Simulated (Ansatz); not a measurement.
The system is NiO.

```xyz
2
Lattice="0.0000 2.0859 2.0859 2.0859 0.0000 2.0859 2.0859 2.0859 0.0000" Properties=species:S:1:pos:R:3 pbc="T T T"
Ni    0.0000    0.0000    0.0000
O     2.0859    2.0859    2.0859
```

```yaml
Program: Ansatz 0.2.0
Task: phonons
Functional: PBEsol
Potentials_or_basis: Ansatz PAW
Cutoff: "420 eV (not typed: the program's choice for these potentials)"
k_mesh: 10 × 10 × 10
Occupations: fermi-dirac, width 0.05 eV
Spin: collinear spin, ferromagnetic start
Starting_moments: "[1.0, 0.0] μB"
q_mesh: 2 × 2 × 2
Path: "[[\"G\", \"X\", \"W\", \"K\", \"G\", \"L\", \"U\", \"W\", \"L\", \"K\"], [\"U\", \"X\"]]"
Points_for_each_segment_of_the_path: 8
```

Task: Is this structure dynamically stable at this level, and how far does the spectrum reach?

Result: Yes, as far as this q mesh shows: no mode on the path is imaginary. The highest frequency is 372 cm⁻¹.

A q mesh this small can miss soft modes between its points.

Caveat: the q mesh is small, so phonon branches between its points and thermal values are rough; a cell with one magnetic atom can't hold antiferromagnetic order, which such compounds often take.
